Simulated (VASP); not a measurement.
# CuI (F-43m) in VASP: band structure with PBE

Aim: the band structure of CuI with PBE.

All numbers are computed with VASP 6.6.1; they aren't measurements. Logs are shortened: lines on timing, memory, paths and dates and some standing lists are left out, and cuts for length are marked.

**1. Starting point**

It takes space group F-43m (No. 216, cubic). Conventional cell: a = 6.063 Å, b = 6.063 Å, c = 6.063 Å, α = 90.00°, β = 90.00°, γ = 90.00°. Cu (site symmetry -43m) has 4 I at 2.63 Å as nearest neighbours. I (site symmetry -43m) is surrounded by 4 Cu at 2.63 Å.

**2. Band structure, PBE**

POSCAR reads:

```
CuI
1.0
    0.0000000000      3.0315000000      3.0315000000
    3.0315000000      0.0000000000      3.0315000000
    3.0315000000      3.0315000000      0.0000000000
Cu I
1 1
Direct
    0.2500000000      0.2500000000      0.2500000000
    0.0000000000      0.0000000000      0.0000000000
```

INCAR.step1 reads:

```
SYSTEM = CuI
ALGO = Normal
EDIFF = 1E-6
ENCUT = 520
GGA = PE
ISIF = 2
ISMEAR = 0
LASPH = .True.
LCHARG = .True.
LMAXMIX = 4
LREAL = .False.
LWAVE = .False.
NELM = 60
PREC = Accurate
SIGMA = 0.02
```

KPOINTS.step1 reads:

```
k-points
0
Gamma
  8 8 8
  0 0 0
```

INCAR.step2 reads:

```
SYSTEM = CuI
ALGO = Normal
EDIFF = 1E-6
ENCUT = 520
GGA = PE
ICHARG = 11
ISIF = 2
ISMEAR = 0
LASPH = .True.
LCHARG = .False.
LMAXMIX = 4
LREAL = .False.
LWAVE = .False.
NELM = 60
PREC = Accurate
SIGMA = 0.05
```

KPOINTS.step2 reads:

```
path GXWKGLUWLK,UX
15
line-mode
reciprocal
 0.0000000000  0.0000000000  0.0000000000  G
 0.5000000000  0.0000000000  0.5000000000  X

 0.5000000000  0.0000000000  0.5000000000  X
 0.5000000000  0.2500000000  0.7500000000  W

 0.5000000000  0.2500000000  0.7500000000  W
 0.3750000000  0.3750000000  0.7500000000  K

 0.3750000000  0.3750000000  0.7500000000  K
 0.0000000000  0.0000000000  0.0000000000  G

 0.0000000000  0.0000000000  0.0000000000  G
 0.5000000000  0.5000000000  0.5000000000  L

 0.5000000000  0.5000000000  0.5000000000  L
 0.6250000000  0.2500000000  0.6250000000  U

 0.6250000000  0.2500000000  0.6250000000  U
 0.5000000000  0.2500000000  0.7500000000  W

 0.5000000000  0.2500000000  0.7500000000  W
 0.5000000000  0.5000000000  0.5000000000  L

 0.5000000000  0.5000000000  0.5000000000  L
 0.3750000000  0.3750000000  0.7500000000  K

 0.6250000000  0.2500000000  0.6250000000  U
 0.5000000000  0.0000000000  0.5000000000  X
```

Potentials or basis: VASP PAW PBE potentials, release 64 (Cu, I).

Run with:

```bash
> cat potpaw_PBE.64/Cu/POTCAR potpaw_PBE.64/I/POTCAR > POTCAR
> cp INCAR.step1 INCAR
> cp KPOINTS.step1 KPOINTS
> mpirun -np 1 vasp_std > vasp.out
> cp INCAR.step2 INCAR
> cp KPOINTS.step2 KPOINTS
> mpirun -np 1 vasp_std > vasp.out
```

OUTCAR:

```text
SYSTEM = CuI
   EDIFF = 1E-6
   ENCUT = 520
   GGA = PE
   ICHARG = 11
   ISIF = 2
   ISMEAR = 0
   LASPH = .True.
   LREAL = .False.
   NELM = 60
   PREC = Accurate

 ion  position               nearest neighbor table
   1  0.250  0.250  0.250-   2 2.63   2 2.63   2 2.63   2 2.63
   2  0.000  0.000  0.000-   1 2.63   1 2.63   1 2.63   1 2.63

  LATTYP: Found a face centered cubic cell.
 ALAT       =     6.0630000000

  Lattice vectors:

 A1 = (   0.0000000000,   3.0315000000,   3.0315000000)
 A2 = (   3.0315000000,   0.0000000000,   3.0315000000)
 A3 = (   3.0315000000,   3.0315000000,   0.0000000000)

Analysis of symmetry for initial positions (statically):
=====================================================================
 Subroutine PRICEL returns:
 Original cell was already a primitive cell.

 Routine SETGRP: Setting up the symmetry group for a
 face centered cubic supercell.

 Subroutine GETGRP returns: Found 24 space group operations
 (whereof 24 operations were pure point group operations)
 out of a pool of 48 trial point group operations.

The static configuration has the point symmetry T_d .

Analysis of symmetry for dynamics (positions and initial velocities):
=====================================================================
 Subroutine PRICEL returns:
 Original cell was already a primitive cell.

 Routine SETGRP: Setting up the symmetry group for a
 face centered cubic supercell.

 Subroutine GETGRP returns: Found 24 space group operations
 (whereof 24 operations were pure point group operations)
 out of a pool of 48 trial point group operations.

The dynamic configuration has the point symmetry T_d .

 Subroutine INISYM returns: Found 24 space group operations
 (whereof 24 operations are pure point group operations),
 and found     1 'primitive' translations

----------------------------------------------------------------------------------------

                                     Primitive cell

  volume of cell :      55.7189

  direct lattice vectors                    reciprocal lattice vectors
     0.000000000  3.031500000  3.031500000    -0.164934851  0.164934851  0.164934851
     3.031500000  0.000000000  3.031500000     0.164934851 -0.164934851  0.164934851
     3.031500000  3.031500000  0.000000000     0.164934851  0.164934851 -0.164934851

  length of vectors
     4.287188414  4.287188414  4.287188414     0.285675541  0.285675541  0.285675541

  position of ions in fractional coordinates (direct lattice)
     0.250000000  0.250000000  0.250000000
     0.000000000  0.000000000  0.000000000

  ion indices of the primitive-cell ions
   primitive index   ion index
                 1           1
                 2           2

----------------------------------------------------------------------------------------

 KPOINTS: path GXWKGLUWLK,UX

Interpolating k-points between supplied coordinates.

 Line segments in fractional coordinates (reciprocal lattice):
    0.000000  0.000000  0.000000  ...  0.500000  0.000000  0.500000
    0.500000  0.000000  0.500000  ...  0.500000  0.250000  0.750000
    0.500000  0.250000  0.750000  ...  0.375000  0.375000  0.750000
    0.375000  0.375000  0.750000  ...  0.000000  0.000000  0.000000
    0.000000  0.000000  0.000000  ...  0.500000  0.500000  0.500000
    0.500000  0.500000  0.500000  ...  0.625000  0.250000  0.625000
    0.625000  0.250000  0.625000  ...  0.500000  0.250000  0.750000
    0.500000  0.250000  0.750000  ...  0.500000  0.500000  0.500000
    0.500000  0.500000  0.500000  ...  0.375000  0.375000  0.750000
    0.625000  0.250000  0.625000  ...  0.500000  0.000000  0.500000

 Generated    15 points on each line segment, for a total of    150 k-points:

 Following reciprocal coordinates:
            Coordinates               Weight
  0.000000  0.000000  0.000000      0.006667
  0.035714  0.000000  0.035714      0.006667
  0.071429  0.000000  0.071429      0.006667
  0.107143  0.000000  0.107143      0.006667
  0.142857  0.000000  0.142857      0.006667
  0.178571  0.000000  0.178571      0.006667
[... 16 lines left out ...]
  0.500000  0.125000  0.625000      0.006667
  0.500000  0.142857  0.642857      0.006667
 [... further k-points ...]
   k-points           NKPTS =    150   k-points in BZ     NKDIM =    150   number of bands    NBANDS=     13
   number of dos      NEDOS =    301   number of ions     NIONS =      2
   total plane-waves  NPLWV =  32768
   dimension x,y,z NGX =    32 NGY =   32 NGZ =   32
   dimension x,y,z NGXF=    64 NGYF=   64 NGZF=   64
   ions per type =               1   1
   NGX,Y,Z   is equivalent  to a cutoff of  12.41, 12.41, 12.41 a.u.
   NGXF,Y,Z  is equivalent  to a cutoff of  24.82, 24.82, 24.82 a.u.
 SYSTEM =  CuI
   PREC   = accura    normal or accurate (medium, high low for compatibility)
   ISTART =      0    job   : 0-new  1-cont  2-samecut
   ICHARG =     11    charge: 1-file 2-atom 10-const
   ISPIN  =      1    spin polarized calculation?
   LNONCOLLINEAR =      F non collinear calculations
   LSORBIT =      F    spin-orbit coupling
   LASPH  =      T    aspherical Exc in radial PAW
   ENCUT  =  520.0 eV  38.22 Ry    6.18 a.u.   7.97  7.97  7.97*2*pi/ulx,y,z
   NELM   =     60;   NELMIN=  2; NELMDL=  0     # of ELM steps
   EDIFF  = 0.1E-05   stopping-criterion for ELM
   LREAL  =      F    real-space projection
   EDIFFG = 0.1E-04   stopping-criterion for IOM
   NSW    =      0    number of steps for IOM
   IBRION =     -1    ionic relax: 0-MD 1-quasi-New 2-CG
   NFREE  =      0    steps in history (QN), initial steepest desc. (CG)
   ISIF   =      2    stress and relaxation
   ISYM   =      2    0-nonsym 1-usesym 2-fastsym
   POTIM  = 0.5000    time-step for ionic-motion
   TEBEG  =    0.0;   TEEND  =   0.0 temperature during run
   PSTRESS=    0.0 pullay stress
   NELECT =      18.0000    total number of electrons
   NUPDOWN=      -1.0000    fix difference up-down
   EMIN   =  10.00;   EMAX   =-10.00  energy-range for DOS
   EFERMI =   0.00;   METHOD = LEGACY
   ISMEAR =     0;   SIGMA  =   0.05  broadening in eV -4-tet -1-fermi 0-gaus
   EFERMI_NEDOS =   21; number of points for ismear=-14 and -15
   IALGO  =     38    algorithm
   IMIX   =      4    mixing-type and parameters
     AMIX     =   0.40;   BMIX     =  1.00
     AMIX_MAG =   1.60;   BMIX_MAG =  1.00
  volume/ion in A,a.u.               =      27.86       188.00
  Fermi-wavevector in a.u.,A,eV,Ry     =   1.123306  2.122741 17.168055  1.261816
  Thomas-Fermi vector in A             =   2.259971
   LORBIT       =      0    0 simple, 1 ext, 2 COOP (PROOUT), +10 PAW based schemes
   GGA     = PE    functional components
   LHFCALC =     F    Hartree Fock is set to
   AEXX    =    0.0000 exact exchange contribution
   IVDW    =     0    specifies the selected vdW correction
   LEPSILON=     F    determine dielectric tensor
   LRPA    =     F    only Hartree local field effects (RPA)
 non-spin polarized calculation
 Gauss-broadening in eV      SIGMA  =   0.05
  energy-cutoff  :      520.00
  volume of cell :       55.72
 maximum number of plane-waves:      1524
 NGX is ok and might be reduce to    32

 number of electron      18.0000014 magnetization

 Free energy of the ion-electron system (eV)
  ---------------------------------------------------
  ext. energy  EPLUGINS =         0.00000000
  ---------------------------------------------------
  free energy    TOTEN  =        -5.84537017 eV

  energy without entropy =       -5.84537017  energy(sigma->0) =       -5.84537017

 E-fermi :   4.6674     XC(G=0):  -8.9370

 val. band max:        4.4301696502   @ k =   0.0000   0.0000   0.0000
 cond. band min:       5.5736979895   @ k =   0.0000   0.0000   0.0000
 fundamental gap:      1.1435283393
 Fermi energy:         4.6673644876

 k-point     1 :       0.0000    0.0000    0.0000
  band No.  band energies     occupation
      1      -9.5798      2.00000
      2       0.7918      2.00000
      3       0.7918      2.00000
      4       0.7918      2.00000
      5       2.5795      2.00000
      6       2.5795      2.00000
      7       4.4302      2.00000
      8       4.4302      2.00000
      9       4.4302      2.00000
     10       5.5737      0.00000
     11       9.3021      0.00000
     12       9.3021      0.00000
     13       9.3021      0.00000

 k-point     2 :       0.0357    0.0000    0.0357
  band No.  band energies     occupation
      1      -9.5716      2.00000
      2       0.7624      2.00000
      3       0.7904      2.00000
      4       0.7904      2.00000
      5       2.5767      2.00000
      6       2.5806      2.00000
      7       4.3454      2.00000
      8       4.4021      2.00000
      9       4.4021      2.00000
     10       5.7011      0.00000
     11       9.2313      0.00000
     12       9.3510      0.00000
     13       9.3510      0.00000

 k-point     3 :       0.0714    0.0000    0.0714
  band No.  band energies     occupation
      1      -9.5475      2.00000
      2       0.6766      2.00000
      3       0.7862      2.00000
      4       0.7862      2.00000
      5       2.5687      2.00000
      6       2.5838      2.00000
      7       4.1637      2.00000
      8       4.3221      2.00000
      9       4.3221      2.00000
     10       6.0056      0.00000
     11       9.0444      0.00000
     12       9.4936      0.00000
     13       9.4936      0.00000
[... 305 lines left out ...]
 k-point    23 :       0.5000    0.1250    0.6250
  band No.  band energies     occupation
      1      -8.8393      2.00000
      2      -0.9677      2.00000
      3       0.3499      2.00000
      4       0.6373      2.00000
      5       2.5446      2.00000
      6       2.5561      2.00000
      7       2.6613      2.00000
      8       2.8752      2.00000
      9       3.0838      2.00000
     10       7.8251      0.00000
     11       7.9410      0.00000
     12      12.2019      0.00000
     13      12.3350      0.00000

 k-point    24 :       0.5000    0.1429    0.6429
  band No.  band energies     occupation
      1      -8.8389      2.00000
      2      -0.9199      2.00000
      3       0.2681      2.00000
      4       0.6272      2.00000
      5       2.5422      2.00000
      6       2.5454      2.00000
      7       2.6614      2.00000
      8       2.8639      2.00000
      9       3.1065      2.00000
     10       8.0151      0.00000
     11       8.1065      0.00000
     12      11.9275      0.00000
     13      11.9809      0.00000

 [... further k-points ...]

------------------------ aborting loop because EDIFF is reached ----------------------------------------

  FORCE on cell =-STRESS in cart. coord.  units (eV):
  Direction    XX          YY          ZZ          XY          YZ          ZX
  --------------------------------------------------------------------------------------
  -------------------------------------------------------------------------------------
  Total       -2.1534556     -2.1534556     -2.1534556     -0.0000000     -0.0000000      0.0000000
  in kB      -61.9218297    -61.9218297    -61.9218297     -0.0000000     -0.0000000      0.0000000
  external PRESSURE =     -61.9218297 kB  Pullay stress =       0.0000000 kB

 VOLUME and BASIS-vectors are now :
 -----------------------------------------------------------------------------
  energy-cutoff  :      520.00
  volume of cell :       55.72
      direct lattice vectors                 reciprocal lattice vectors
     0.000000000  3.031500000  3.031500000    -0.164934851  0.164934851  0.164934851
     3.031500000  0.000000000  3.031500000     0.164934851 -0.164934851  0.164934851
     3.031500000  3.031500000  0.000000000     0.164934851  0.164934851 -0.164934851

 POSITION                                       TOTAL-FORCE (eV/Angst)
 -----------------------------------------------------------------------------------
      1.51575      1.51575      1.51575         0.000000      0.000000      0.000000
      0.00000      0.00000      0.00000        -0.000000     -0.000000     -0.000000
 -----------------------------------------------------------------------------------
    total drift:                                0.000001      0.000001      0.000001

  FREE ENERGIE OF THE ION-ELECTRON SYSTEM (eV)
  ---------------------------------------------------
  free  energy   TOTEN  =        -5.8453701708 eV

  energy  without entropy=       -5.8453701708  energy(sigma->0) =       -5.84537017
```

Run time: 51 s. Hardware: 1 thread of Intel Xeon Platinum 8375C at 2.90GHz (Ice Lake), shared host; peak memory 0.26 GiB.

Results:

```
Band gap on the k mesh  : 1.14 eV, direct
Band gap along the path : 1.14 eV, direct
```

Levels at the corners of the path, in eV from the valence-band top:
```
point  band 5  band 6  band 7  band 8  band 9  band 10  band 11  band 12  band 13
    Γ   -1.85   -1.85    0.00    0.00    0.00     1.14     4.87     4.87     4.87
    X   -1.88   -1.79   -1.76   -1.50   -1.50     2.72     2.91     9.19     9.76
    X   -1.88   -1.79   -1.76   -1.50   -1.50     2.72     2.91     9.19     9.76
    W   -1.91   -1.90   -1.77   -1.60   -1.26     4.50     4.65     6.02     6.36
    W   -1.91   -1.90   -1.77   -1.60   -1.26     4.50     4.65     6.02     6.36
    K   -1.98   -1.83   -1.71   -1.51   -1.25     3.10     4.62     7.52     7.84
    K   -1.98   -1.83   -1.71   -1.51   -1.25     3.10     4.62     7.52     7.84
    Γ   -1.85   -1.85    0.00    0.00    0.00     1.14     4.87     4.87     4.87
    Γ   -1.85   -1.85    0.00    0.00    0.00     1.14     4.87     4.87     4.87
    L   -1.82   -1.82   -1.78   -0.71   -0.71     2.16     5.41     5.41     7.40
    L   -1.82   -1.82   -1.78   -0.71   -0.71     2.16     5.41     5.41     7.40
    U   -1.98   -1.83   -1.71   -1.51   -1.25     3.10     4.62     7.52     7.84
    U   -1.98   -1.83   -1.71   -1.51   -1.25     3.10     4.62     7.52     7.84
    W   -1.91   -1.90   -1.77   -1.60   -1.26     4.50     4.65     6.02     6.36
    W   -1.91   -1.90   -1.77   -1.60   -1.26     4.50     4.65     6.02     6.36
    L   -1.82   -1.82   -1.78   -0.71   -0.71     2.16     5.41     5.41     7.40
    L   -1.82   -1.82   -1.78   -0.71   -0.71     2.16     5.41     5.41     7.40
    K   -1.98   -1.83   -1.71   -1.51   -1.25     3.10     4.62     7.52     7.84
    U   -1.98   -1.83   -1.71   -1.51   -1.25     3.10     4.62     7.52     7.84
    X   -1.88   -1.79   -1.76   -1.50   -1.50     2.72     2.91     9.19     9.76
```

Caveat: the log is that of the step along the path at fixed density, whose energy, stress, charges and moments have no meaning; spin-orbit coupling is left out, which moves the levels of the heavy elements. A hybrid or GW would open this gap; PBE tends to underestimate it.
